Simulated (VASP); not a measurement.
# SnO2 (Cassiterite) (P4_2/mnm) in VASP: notebook, part 2 of 2

VASP 6.6.1.

## (5) G0W0 quasiparticle levels, PBE

Input file POSCAR:

```
SnO2
1.0
    4.7380000000      0.0000000000      0.0000000000
    0.0000000000      4.7380000000      0.0000000000
    0.0000000000      0.0000000000      3.1865000000
Sn O
2 4
Direct
    0.5000000000      0.5000000000      0.5000000000
    0.0000000000      0.0000000000      0.0000000000
    0.8071000000      0.1929000000      0.5000000000
    0.6929000000      0.6929000000      0.0000000000
    0.1929000000      0.8071000000      0.5000000000
    0.3071000000      0.3071000000      0.0000000000
```

Input file INCAR.step1:

```
SYSTEM = SnO2
ALGO = Normal
EDIFF = 1E-8
ENCUT = 500
GGA = PE
ISMEAR = 0
KPAR = 4
LASPH = .True.
LCHARG = .False.
LREAL = .False.
LWAVE = .True.
NELM = 60
PREC = Accurate
SIGMA = 0.01
```

Input file INCAR.step2:

```
SYSTEM = SnO2
ALGO = Exact
EDIFF = 1E-8
ENCUT = 500
GGA = PE
ISMEAR = 0
ISTART = 1
KPAR = 4
LASPH = .True.
LCHARG = .False.
LOPTICS = .True.
LREAL = .False.
LWAVE = .True.
NBANDS = 324
NELM = 1
PREC = Accurate
SIGMA = 0.01
```

Input file INCAR.step3:

```
SYSTEM = SnO2
ALGO = EVGW0
EDIFF = 1E-8
ENCUT = 500
ENCUTGW = 150
GGA = PE
ISMEAR = 0
ISTART = 1
KPAR = 4
LASPH = .True.
LCHARG = .False.
LREAL = .False.
LWAVE = .False.
NBANDS = 324
NBANDSGW = 34
NELMGW = 1
NOMEGA = 50
PREC = Accurate
PRECFOCK = Fast
SIGMA = 0.01
```

Input file KPOINTS:

```
k-points
0
Gamma
  2 2 4
  0 0 0
```

Potentials or basis: VASP PAW PBE potentials, release 64 (Sn_d_GW, O_GW).

Launch:

```console
$ cat potpaw_PBE.64/Sn_d_GW/POTCAR potpaw_PBE.64/O_GW/POTCAR > POTCAR
$ cp INCAR.step1 INCAR
$ mpirun -np 4 vasp_std > vasp.out
$ cp INCAR.step2 INCAR
$ mpirun -np 4 vasp_std > vasp.out
$ cp INCAR.step3 INCAR
$ mpirun -np 4 vasp_std > vasp.out
```

OUTCAR:

```text
SYSTEM = SnO2
   EDIFF = 1E-8
   ENCUT = 500
   ENCUTGW = 150
   GGA = PE
   ISMEAR = 0
   ISTART = 1
   LASPH = .True.
   LREAL = .False.
   NELMGW = 1
   PREC = Accurate
   PRECFOCK = Fast

 ion  position               nearest neighbor table
   1  0.500  0.500  0.500-   4 2.05   6 2.05   4 2.05   6 2.05   5 2.06   3 2.06
   2  0.000  0.000  0.000-   3 2.05   5 2.05   3 2.05   5 2.05   4 2.06   6 2.06
   3  0.807  0.193  0.500-   2 2.05   2 2.05   1 2.06
   4  0.693  0.693  0.000-   1 2.05   1 2.05   2 2.06
   5  0.193  0.807  0.500-   2 2.05   2 2.05   1 2.06
   6  0.307  0.307  0.000-   1 2.05   1 2.05   2 2.06
[... 166 lines left out ...]
   ENCUTFOCK=  -1.0 apply spherical cutoff to Coloumb kernel
   IVDW    =     0    specifies the selected vdW correction
   LEPSILON=     F    determine dielectric tensor
   LRPA    =     F    only Hartree local field effects (RPA)
   LRPAFORCE           =     F    calculate RPA forces
   ENCUTGW             = 150.0    cutoff for response function in eV
   ENCUTGWSOFT         = 120.0    soft cutoff for Coulomb kernel in GW response function in eV
   ENCUTLF             =  -1.0    cutoff for local field effects
   NELMGW              =     1    number of iterations in solving QP/BSE equation
   NELMHF              =     1    number of iterations in the inner HF iteration
   NKREDLFX            =     1    NKREDLFY  =   1   NKREDLFZ  =   1
 non-spin polarized calculation
 Gauss-broadening in eV      SIGMA  =   0.01
  energy-cutoff  :      500.00
  volume of cell :       71.53
 maximum number of plane-waves:      1835
 NGX is ok and might be reduce to    36
  NGX = 20; NGY = 20; NGZ = 14
   NGX = 17   NGY = 17   NGZ = 11
 maximum number of plane-waves:       315

 QP shifts <psi_nk| G(iteration)W_0 |psi_nk>: iteration 1
 for sc-GW calculations column KS-energies equals QP-energies in previous step
 and V_xc(KS)=  KS-energies - (<T + V_ion + V_H > + <T+V_H+V_ion>^1  + <V_x>^1)

 k-point   1 :       0.0000    0.0000    0.0000
  band No.  KS-energies  QP-energies   sigma(KS)   V_xc(KS)     V^pw_x(r,r')   Z            occupation Imag(sigma)

      1     -16.8017     -19.5004     -21.4429     -17.7006     -28.4209       0.7211       2.0000       0.7166
      2     -16.0379     -19.0060     -21.3737     -17.4164     -27.4865       0.7500       2.0000       0.6522
      3     -15.7550     -18.9324     -21.5206     -17.3432     -26.9711       0.7606       2.0000       0.4572
      4     -15.7332     -18.9977     -21.8035     -17.5394     -27.4702       0.7656       2.0000       0.5957
      5     -15.7332     -18.9977     -21.8035     -17.5394     -27.4702       0.7656       2.0000       0.5957
      6     -15.6455     -18.7959     -21.7212     -17.5527     -27.4058       0.7558       2.0000       0.5129
[... 330 lines left out ...]
     33      15.5634      16.7590     -14.5155     -16.1200      -8.9776       0.7452       0.0000      -0.1719
     34      15.5634      16.7590     -14.5155     -16.1200      -8.9776       0.7452       0.0000      -0.1719
```

OUTCAR.step1:

```text
SYSTEM = SnO2
   EDIFF = 1E-8
   ENCUT = 500
   GGA = PE
   ISMEAR = 0
   LASPH = .True.
   LREAL = .False.
   NELM = 60
[... 527 lines left out ...]
      3.28296      3.28296      0.00000         0.180111      0.180111     -0.000000
      0.91396      3.82404      1.59325         0.180111     -0.180111     -0.000000
      1.45504      1.45504      0.00000        -0.180111     -0.180111      0.000000
 -----------------------------------------------------------------------------------
    total drift:                               -0.000000      0.000000      0.000000

  FREE ENERGIE OF THE ION-ELECTRON SYSTEM (eV)
  ---------------------------------------------------
  free  energy   TOTEN  =       -37.3049775708 eV

  energy  without entropy=      -37.3049775708  energy(sigma->0) =      -37.30497757
```

Run time: 4.4 min. Hardware: 4 MPI ranks of Intel Xeon Platinum 8559C (Emerald Rapids), shared host; peak memory 0.91 GiB.

Results:

```yaml
Band_gap_on_the_k_mesh_mean-field_level: 1.26 eV, direct
Quasiparticle_gap: 2.69 eV
Least_direct_quasiparticle_gap: 2.69 eV
```

Caveat: the k mesh is coarse (spacing up to 0.66 Å⁻¹), so the values aren't converged; the cutoff is under 1.25 times the usual one of these potentials, so pressure, stress and relaxed cells hold a basis-set (Pulay) error; bands, screening cutoff and mesh are small and nothing is extrapolated, so the quasiparticle values aren't converged; spin-orbit coupling is left out, which moves the levels of the heavy elements.

## (6) Summary

```csv
task,level,potentials or basis,spin,k mesh,cutoff (eV),smearing,ladder,GW scheme,GW iterations,cutoff of the response function,frequency points,mesh quality,gap on the mesh (eV),pressure (GPa),largest force (eV/Å)
band structure,r2SCAN,"VASP PAW PBE potentials, release 64 (Sn_d, O)",off,6 × 6 × 8,520,fermi-dirac 0.05 eV,-,-,-,-,-,not flagged,1.99,4.5,0.28
band structure,r2SCAN,"VASP PAW PBE potentials, release 64 (Sn_d, O)","SOC, no magnetisation",4 × 4 × 5,520,fermi-dirac 0.05 eV,-,-,-,-,-,coarse,-,4.4,0.28
band structure,SCAN,"VASP PAW PBE potentials, release 64 (Sn_d, O)",off,6 × 6 × 8,520,fermi-dirac 0.05 eV,-,-,-,-,-,not flagged,1.88,3.5,0.26
G0W0 quasiparticle levels,PBE,"VASP PAW PBE potentials, release 64 (Sn_d_GW, O_GW)",off,2 × 2 × 4,500,gaussian 0.01 eV,free,G0W0,1,150,50,coarse,-,-,-
```

Alike in all rows: cell as given.

Caveats: some runs use coarse meshes; the PAW data sets were made with another functional, which shifts forces and pressure a little (some runs); spin-orbit coupling is left out, which moves the levels of the heavy elements (some runs); the cutoff is under 1.25 times the usual one of these potentials, so pressure, stress and relaxed cells hold a basis-set (Pulay) error (some runs); bands, screening cutoff and mesh are small and nothing is extrapolated, so the quasiparticle values aren't converged (some runs).

Total energies depend on the potentials used, so only differences within one code and one set of settings carry meaning.
